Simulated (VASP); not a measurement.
# W (Fm-3m) in VASP: further runs

Runs on W. Level: PBE. Tasks: single point.

All numbers are computed with VASP 6.6.1; they aren't measurements. Logs are shortened: lines on timing, memory, paths and dates and some standing lists are left out, and cuts for length are marked.

### Step 1. The undisturbed crystal

Symmetry: Fm-3m, No. 225, cubic system. The conventional cell has a = 4.060 Å, b = 4.060 Å, c = 4.060 Å, α = 90.00°, β = 90.00°, γ = 90.00°. W (site symmetry m-3m) is surrounded by 12 W at 2.87 Å.

This isn't the form of W at room conditions, which is bcc.

### Step 2. Single point, PBE (strained and moved within a subgroup)

INCAR

```
PREC = Accurate
ENCUT = 520
EDIFF = 1E-6
ISMEAR = 0
SIGMA = 0.1
LREAL = False
LASPH = True
NELM = 100
ALGO = Fast
ISIF = 2
LWAVE = False
LCHARG = True
GGA = PE
LELF = True
LVHAR = True
NBANDS = 13
```

KPOINTS

```
regular mesh
0
Gamma
  18 18 18
```

POSCAR

```
W
1.0
    0.2436000000      1.9535502000      1.9535502000
    2.1971502000      0.0000000000      2.1971502000
    2.1971502000      2.1971502000      0.0000000000
W
1
Direct
    0.0000000000      0.0000000000      0.0000000000
```

Potentials or basis: VASP PAW PBE potentials, release 64 (W_sv).

On the command line:

```bash
$ cat potpaw_PBE.64/W_sv/POTCAR > POTCAR
$ mpirun -np 1 vasp_std > vasp.out
```

OUTCAR:

```text
PREC = Accurate
   ENCUT = 520
   EDIFF = 1E-6
   ISMEAR = 0
   LREAL = False
   LASPH = True
   NELM = 100
   ISIF = 2
   GGA = PE

 ion  position               nearest neighbor table
   1  0.000  0.000  0.000-

  LATTYP: Found a trigonal (rhomboedric) cell.
 ALAT       =     2.7734559178
 COS(alpha) =     0.3724086360

  Lattice vectors:

 A1 = (  -1.9535502000,   1.9535502000,  -0.2436000000)
 A2 = (  -1.9535502000,  -0.2436000000,   1.9535502000)
 A3 = (   0.2436000000,   1.9535502000,   1.9535502000)

Analysis of symmetry for initial positions (statically):
=====================================================================
 Subroutine PRICEL returns:
 Original cell was already a primitive cell.

 Routine SETGRP: Setting up the symmetry group for a
 trigonal (rhombohedral) supercell.

 Subroutine GETGRP returns: Found 12 space group operations
 (whereof 12 operations were pure point group operations)
 out of a pool of 12 trial point group operations.

The static configuration has the point symmetry D_3d.

Analysis of symmetry for dynamics (positions and initial velocities):
=====================================================================
 Subroutine PRICEL returns:
 Original cell was already a primitive cell.

 Routine SETGRP: Setting up the symmetry group for a
 trigonal (rhombohedral) supercell.

 Subroutine GETGRP returns: Found 12 space group operations
 (whereof 12 operations were pure point group operations)
 out of a pool of 12 trial point group operations.

The dynamic configuration has the point symmetry D_3d.

 Subroutine INISYM returns: Found 12 space group operations
 (whereof 12 operations are pure point group operations),
 and found     1 'primitive' translations

----------------------------------------------------------------------------------------

                                     Primitive cell

  volume of cell :      17.6854

  direct lattice vectors                    reciprocal lattice vectors
     0.243600000  1.953550200  1.953550200    -0.272962984  0.272962984  0.272962984
     2.197150200  0.000000000  2.197150200     0.242699335 -0.242699335  0.212435685
     2.197150200  2.197150200  0.000000000     0.242699335  0.212435685 -0.242699335

  length of vectors
     2.773455918  3.107239611  3.107239611     0.472785756  0.403651898  0.403651898

  position of ions in fractional coordinates (direct lattice)
     0.000000000  0.000000000  0.000000000

  ion indices of the primitive-cell ions
   primitive index   ion index
                 1           1

[... 84 lines left out ...]
   EMIN   =  10.00;   EMAX   =-10.00  energy-range for DOS
   EFERMI =   0.00;   METHOD = LEGACY
   ISMEAR =     0;   SIGMA  =   0.10  broadening in eV -4-tet -1-fermi 0-gaus
   EFERMI_NEDOS =   21; number of points for ismear=-14 and -15
   IALGO  =     68    algorithm
   IMIX   =      4    mixing-type and parameters
     AMIX     =   0.40;   BMIX     =  1.00
     AMIX_MAG =   1.60;   BMIX_MAG =  1.00
  volume/ion in A,a.u.               =      17.69       119.35
  Fermi-wavevector in a.u.,A,eV,Ry     =   1.514417  2.861834 31.204419  2.293460
  Thomas-Fermi vector in A             =   2.624078
   LORBIT       =      0    0 simple, 1 ext, 2 COOP (PROOUT), +10 PAW based schemes
   GGA     = PE    functional components
   LHFCALC =     F    Hartree Fock is set to
   AEXX    =    0.0000 exact exchange contribution
   IVDW    =     0    specifies the selected vdW correction
   LEPSILON=     F    determine dielectric tensor
   LRPA    =     F    only Hartree local field effects (RPA)
 non-spin polarized calculation
 RMM-DIIS sequential band-by-band and
 Gauss-broadening in eV      SIGMA  =   0.10
  energy-cutoff  :      520.00
  volume of cell :       17.69
 maximum number of plane-waves:       488
 NGX is ok and might be reduce to    24
   NGX = 11   NGY = 11   NGZ = 11

 number of electron      13.9999999 magnetization

 Free energy of the ion-electron system (eV)
  ---------------------------------------------------
  ext. energy  EPLUGINS =         0.00000000
  ---------------------------------------------------
  free energy    TOTEN  =       -12.48461966 eV

  energy without entropy =      -12.48128288  energy(sigma->0) =      -12.48295127

 E-fermi :   9.7113     XC(G=0): -12.9953

 val. band max:        9.7105043750   @ k =  -0.3889   0.2778   0.1111
 cond. band min:       9.7169421425   @ k =   0.4444   0.2222   0.1111
 fundamental gap:      0.0064377675
 Fermi energy:         9.7113292255

 k-point     1 :       0.0000    0.0000    0.0000
  band No.  band energies     occupation
      1     -64.3242      2.00000
      2     -28.1055      2.00000
      3     -28.1055      2.00000
      4     -27.7999      2.00000
      5       0.9261      2.00000
      6       7.7221      2.00000
      7       7.7221      2.00000
      8      11.1620      0.00000
      9      12.2939      0.00000
     10      12.2939      0.00000
     11      22.1361      0.00000
     12      25.8665      0.00000
     13      25.8665      0.00000
[... 354 lines left out ...]
  band No.  band energies     occupation
      1     -64.2280      2.00000
      2     -28.6295      2.00000
      3     -28.3177      2.00000
      4     -28.2691      2.00000
      5       4.2902      2.00000
      6       8.6821      2.00000
      7       9.0135      2.00000
      8       9.1602      2.00000
      9      11.2595      0.00000
     10      12.4964      0.00000
     11      21.4803      0.00000
     12      28.5551      0.00000
     13      29.0108      0.00000

 [... further k-points ...]

------------------------ aborting loop because EDIFF is reached ----------------------------------------

  FORCE on cell =-STRESS in cart. coord.  units (eV):
  Direction    XX          YY          ZZ          XY          YZ          ZX
  --------------------------------------------------------------------------------------
  -------------------------------------------------------------------------------------
  Total       -1.6001942     -1.6001942     -1.6001942     -0.2288515      0.2288515     -0.2288515
  in kB     -144.9664604   -144.9664604   -144.9664604    -20.7323499     20.7323499    -20.7323499
  external PRESSURE =    -144.9664604 kB  Pullay stress =       0.0000000 kB

 VOLUME and BASIS-vectors are now :
 -----------------------------------------------------------------------------
  energy-cutoff  :      520.00
  volume of cell :       17.69
      direct lattice vectors                 reciprocal lattice vectors
     0.243600000  1.953550200  1.953550200    -0.272962984  0.272962984  0.272962984
     2.197150200  0.000000000  2.197150200     0.242699335 -0.242699335  0.212435685
     2.197150200  2.197150200  0.000000000     0.242699335  0.212435685 -0.242699335

 POSITION                                       TOTAL-FORCE (eV/Angst)
 -----------------------------------------------------------------------------------
      0.00000      0.00000      0.00000        -0.000000      0.000000      0.000000
 -----------------------------------------------------------------------------------
    total drift:                               -0.000000      0.000000     -0.000000

  FREE ENERGIE OF THE ION-ELECTRON SYSTEM (eV)
  ---------------------------------------------------
  free  energy   TOTEN  =       -12.4846196588 eV

  energy  without entropy=      -12.4812828751  energy(sigma->0) =      -12.48295127
```

OSZICAR:

```text
N       E                     dE             d eps       ncg     rms          rms(c)
DAV:   1     0.851710527117E+02    0.85171E+02   -0.74647E+03 15101   0.120E+03
DAV:   2    -0.113582560383E+02   -0.96529E+02   -0.92720E+02 16975   0.313E+02
DAV:   3    -0.131070938808E+02   -0.17488E+01   -0.17409E+01 16750   0.407E+01
DAV:   4    -0.131153556312E+02   -0.82618E-02   -0.82616E-02 16715   0.311E+00
DAV:   5    -0.131154367910E+02   -0.81160E-04   -0.81159E-04 16930   0.292E-01    0.173E+01
RMM:   6    -0.126078588791E+02    0.50758E+00   -0.44481E-01 16461   0.616E+00    0.681E+00
RMM:   7    -0.124873357270E+02    0.12052E+00   -0.29703E-01 16526   0.504E+00    0.914E-01
RMM:   8    -0.124847996568E+02    0.25361E-02   -0.12816E-02 18688   0.120E+00    0.225E-01
RMM:   9    -0.124846097888E+02    0.18987E-03   -0.22550E-03 18684   0.550E-01    0.428E-02
RMM:  10    -0.124846205057E+02   -0.10717E-04   -0.33673E-04 19281   0.212E-01    0.794E-03
RMM:  11    -0.124846196027E+02    0.90299E-06   -0.41614E-05 19681   0.802E-02    0.447E-03
RMM:  12    -0.124846195961E+02    0.65920E-08   -0.13125E-05 16571   0.411E-02    0.290E-03
RMM:  13    -0.124846196588E+02   -0.62702E-07   -0.21134E-06 13767   0.170E-02
   1 F= -.12484620E+02 E0= -.12482951E+02  d E =-.333678E-02
```

stdout:

```text
POSCAR found type information on POSCAR W
 POSCAR found :  1 types and       1 ions
 scaLAPACK will be used
 LDA part: xc-table for (Slater+PW92), standard interpolation
 POSCAR, INCAR and KPOINTS ok, starting setup
 FFT: planning ... GRIDC
 FFT: planning ... GRID_SOFT
 FFT: planning ... GRID
 WAVECAR not read
 entering main loop
WARNING in EDDRMM: call to ZHEGV failed, returncode =   8  4     12
WARNING in EDDRMM: call to ZHEGV failed, returncode =   8  4     12
```

Run time: 42 s. Hardware: 1 thread of Intel Xeon 6975P-C (Granite Rapids), shared host; peak memory 0.24 GiB.

Results:

```
Free energy            : -12.4846 eV
Pressure               : -14.5 GPa
Band gap on the k mesh : none (metal or under the smearing width)
```

Stress tensor (GPa, compression positive):
```
-14.50  -2.07  -2.07
 -2.07 -14.50   2.07
 -2.07   2.07 -14.50
```

Spin-orbit coupling is left out, which matters for the levels of W.

### Step 3. Single point, PBE (strained and moved within the space group)

INCAR

```
PREC = Accurate
ENCUT = 520
EDIFF = 1E-7
ISMEAR = 0
SIGMA = 0.1
LREAL = False
LASPH = True
NELM = 100
ALGO = Normal
ISIF = 2
LWAVE = False
LCHARG = False
GGA = PE
NBANDS = 13
```

KPOINTS is that of step 2.

POSCAR

```
W
1.0
    0.0000000000      1.9502007000      1.9502007000
    1.9502007000      0.0000000000      1.9502007000
    1.9502007000      1.9502007000      0.0000000000
W
1
Direct
    0.0000000000      0.0000000000      0.0000000000
```

Potentials or basis: VASP PAW PBE potentials, release 64 (W_sv).

On the command line:

```bash
$ cat potpaw_PBE.64/W_sv/POTCAR > POTCAR
$ mpirun -np 1 vasp_std > vasp.out
```

Wall time 14 s (1 thread of Intel Xeon 6975P-C (Granite Rapids), shared host); peak memory 0.16 GiB.

The run converged. Its results:

```
Free energy            : -12.3010 eV
Pressure               : 37.0 GPa
Band gap on the k mesh : none (metal or under the smearing width)
```

Levels at points of the mesh, in eV from the Fermi level:
```tsv
k point	band 4	band 5	band 6	band 7	band 8	band 9	band 10	band 11
(0.00, 0.00, 0.00)	-36.94	-9.49	-0.68	-0.68	-0.68	2.93	2.93	12.92
(0.50, 0.00, 0.00)	-37.15	-6.15	-0.95	-0.95	1.02	5.81	5.81	11.92
(0.50, 0.50, 0.00)	-37.52	-6.22	-5.17	3.72	5.78	6.67	6.67	12.68
```

Caveat: so large a pressure means that the cell lies far from this level's equilibrium, or that cutoff or potentials fall short.
